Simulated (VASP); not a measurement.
# Te: convergence with the plane-wave cutoff and smearing, part 4 of 4

Aim: find what the plane-wave cutoff and smearing change for Te, and what they cost. The series runs use r2SCAN. The start is a computed cell from the Materials Project.

VASP 6.6.1; r2SCAN; plane waves and PAW (Te).

Still holding for the runs below: The k-mesh is coarse for a metal.

So far. Step 20 (Smearing: ISMEAR = 2, SIGMA = 0.5): Against the run before the energy at zero width moves by +0.58 meV an atom and the pressure by -0.03 GPa, after 12 cycles in 46 s. The entropy term T·S comes to 9.72 meV an atom in size.

### 21. Smearing: ISMEAR = -5

Input file INCAR:

```
SYSTEM = Te
PREC = Accurate
ENCUT = 400
EDIFF = 1E-06
NELM = 100
ISMEAR = -5
SIGMA = 0.05
LREAL = .FALSE.
ALGO = Normal
METAGGA = R2SCAN
LASPH = .TRUE.
NBANDS = 15
LORBIT = 11
LWAVE = .FALSE.
LCHARG = .FALSE.
KPAR = 4
ISIF = 2
```

Input file POSCAR:

```
Te
1.0
    3.8202894285     -2.1482026000      0.0000000000
    3.8202894285      2.1482026000      0.0000000000
   -0.0942908673      0.0000000000      5.9760906531
Te
3
Direct
    0.6905533900      0.6905533900      0.6611905100
    0.3094466100      0.3094466100      0.3388094900
    0.0000000000      0.0000000000      0.0000000000
```

Input file KPOINTS:

```
Automatic mesh
0
Gamma
6 6 4
0 0 0
```

PAW data sets: Te (PBE family, release 64).

Command:

```sh
> mpirun -np 4 vasp_std
```

The program printed:

```text
[... set-up lines as in an earlier step ...]
 entering main loop
       N       E                     dE             d eps       ncg     rms          rms(c)
DAV:   1    -0.856950525985E+01   -0.85695E+01   -0.57303E+03  1410   0.784E+02
DAV:   2    -0.755791672944E+02   -0.67010E+02   -0.64206E+02  1887   0.134E+02
DAV:   3    -0.790815524433E+02   -0.35024E+01   -0.34863E+01  1669   0.331E+01
DAV:   4    -0.791257529256E+02   -0.44200E-01   -0.44161E-01  1900   0.470E+00
[...]
DAV:  11    -0.760009227714E+02   -0.56615E-05   -0.55113E-05  1620   0.544E-02    0.406E-02
DAV:  12    -0.760009278273E+02   -0.50559E-05   -0.76892E-06  1795   0.187E-02    0.819E-03
DAV:  13    -0.760009272881E+02    0.53918E-06   -0.60788E-07   971   0.611E-03
   1 F= -.76000927E+02 E0= -.76000927E+02  d E =0.000000E+00
 -----------------------------------------------------------------------------
|                                                                             |
|           W    W    AA    RRRRR   N    N  II  N    N   GGGG   !!!           |
|           W    W   A  A   R    R  NN   N  II  NN   N  G    G  !!!           |
|           W    W  A    A  R    R  N N  N  II  N N  N  G       !!!           |
|           W WW W  AAAAAA  RRRRR   N  N N  II  N  N N  G  GGG   !            |
|           WW  WW  A    A  R   R   N   NN  II  N   NN  G    G                |
|           W    W  A    A  R    R  N    N  II  N    N   GGGG   !!!           |
|                                                                             |
|     Tetrahedron method does not include variations of the Fermi             |
|     occupations, so forces and stress will be inaccurate. We suggest        |
|     using a different smearing scheme ISMEAR = 1 or 2 for metals in         |
|     relaxations.                                                            |
|                                                                             |
 -----------------------------------------------------------------------------
```

Run time: 53 s. Hardware: 4 MPI ranks of AMD EPYC 7R43, shared host; peak memory 0.7 GiB; 3.5 min of CPU time.

Parts of OUTCAR (step 21):

```text
  Total       -0.0359691      0.0772210      0.1062742      0.0000000      0.0000000     -0.1449763
  in kB       -0.5875187      1.2613252      1.7358796      0.0000000      0.0000000     -2.3680394
  external PRESSURE =       0.8032287 kB  Pullay stress =       0.0000000 kB

 POSITION                                       TOTAL-FORCE (eV/Angst)
 -----------------------------------------------------------------------------------
      5.21388      0.00000      3.95133         0.059358     -0.000000     -0.070056
      2.33240      0.00000      2.02476        -0.059358     -0.000000      0.070056
      0.00000      0.00000      0.00000         0.000000      0.000000      0.000000
 -----------------------------------------------------------------------------------
    total drift:                                0.000000     -0.000000     -0.000000

  FREE ENERGIE OF THE ION-ELECTRON SYSTEM (eV)
  ---------------------------------------------------
  free  energy   TOTEN  =       -76.0009272881 eV

  energy  without entropy=      -76.0009272881  energy(sigma->0) =      -76.00092729

[... 2 parts as in an earlier step ...]

[... 1 further part left out ...]
[key lines of the parts left out:]
E-fermi :   6.3961
```

With tetrahedra the forces and stress of a metal are not exact derivatives of the energy.

Against the first of the series the energy at zero width moves by +1.84 meV an atom and the pressure by +0.05 GPa, after 13 cycles in 53 s.

### 22. The smearing series as a table

This step: convergence of r2SCAN results with the smearing; plane waves and PAW (VASP 6.6.1).

This step runs nothing: it gathers the runs above.

One cell and one 6×6×4 mesh. Free energy against width, by row:

```
Fermi-Dirac width σ (eV)  free energy less that at the narrowest width (meV/atom)
                    0.01                                                        0
                    0.05                                                     -0.9
                     0.1                                                     -4.5
                     0.2                                                   -25.07
                     0.5                                                   -212.3
```

Differences are taken from the run with ISMEAR = -1, SIGMA = 0.01. Results of the series, by row:

```
                  setting     status  energy less the reference (meV/atom)  pressure (GPa)  largest force difference (meV/Å)  SCF cycles  wall time (s)
ISMEAR = -1, SIGMA = 0.01  converged                                     0         0.02559                                 0          12             49
ISMEAR = -1, SIGMA = 0.05  converged                               0.04859         0.01609                             27.37          12             54
 ISMEAR = -1, SIGMA = 0.1  converged                                0.9271         0.03562                             59.57          12             49
 ISMEAR = -1, SIGMA = 0.2  converged                                 5.592          0.1648                             124.4          12             44
 ISMEAR = -1, SIGMA = 0.5  converged                                 24.24           1.309                               318          13             55
 ISMEAR = 2, SIGMA = 0.01  converged                               0.00885         0.03424                             17.51          13             56
 ISMEAR = 2, SIGMA = 0.05  converged                              0.004363         0.02362                             1.183          13             53
  ISMEAR = 2, SIGMA = 0.1  converged                              -0.01362         0.02242                             6.037          12             45
  ISMEAR = 2, SIGMA = 0.2  converged                              -0.03139        0.006633                             13.71          12             46
  ISMEAR = 2, SIGMA = 0.5  converged                                0.5482        -0.02276                             43.28          12             46
              ISMEAR = -5  converged                                 1.843         0.08032                             25.39          13             53
```

### 23. Summary of results

* plane-wave cutoff from which the energy stays within 10 meV/atom of the reference: ENCUT = 130
* plane-wave cutoff from which the energy stays within 1 meV/atom of the reference: none before the reference itself
* plane-wave cutoff from which the pressure stays within 0.2 GPa of the reference: ENCUT = 160
* spread of the pressure over the plane-wave cutoff: 1.35 GPa
* spread of the energy over the plane-wave cutoff: 31.4 meV/atom
* spread of the pressure over the smearing: 1.33 GPa
* spread of the energy over the smearing: 24.3 meV/atom

In words: No run before the reference (ENCUT = 350) settles within 1 meV an atom of it; the nearest step is off by +1.4 meV an atom, +0.01 GPa, 0.5 meV/Å in forces. The pressure holds within 0.2 GPa from ENCUT = 160 on. These cutoffs are 0.6 to 2 times the default of the data sets, about 180 eV; at the default the run is off by +1.8 meV an atom, -0.08 GPa, 3.6 meV/Å in forces, and at 1.3 times by +2.4 meV an atom, -0.00 GPa, 0.7 meV/Å in forces. Energy differences between like cells converge faster than these totals. The usual rule keeps the entropy term T·S under 1 meV an atom, which holds up to a width of 0.01 eV for Fermi-Dirac and 0.2 eV for second-order Methfessel-Paxton. That rule is made for Methfessel-Paxton; with the other schemes the zero-width estimate is the energy to use. Farthest in energy from the narrowest smearing lies ISMEAR = -1, SIGMA = 0.5 (+24.2 meV an atom, +1.28 GPa, 318.0 meV/Å in forces). On a fixed mesh a narrow width is not the exact answer for a metal: it samples the Fermi surface more noisily. Differences are taken from the run with ENCUT = 350, which is itself not the exact limit.

[Lines on the potential files, build, host, timing and source positions are cut from VASP's logs without a mark.]

[Logs are printed without paths, hosts, clocks, repeated set-up lines and the standing remarks that a program may print on its own settings, such as how far it seeks lower states.]

[Hosts, paths, dates, database ids (printed as entryN), source tags and the programs' standing remarks are cut or masked in the printed files.]

[A measured line is paired with the nearest computed mode of its activity, which favours agreement.]
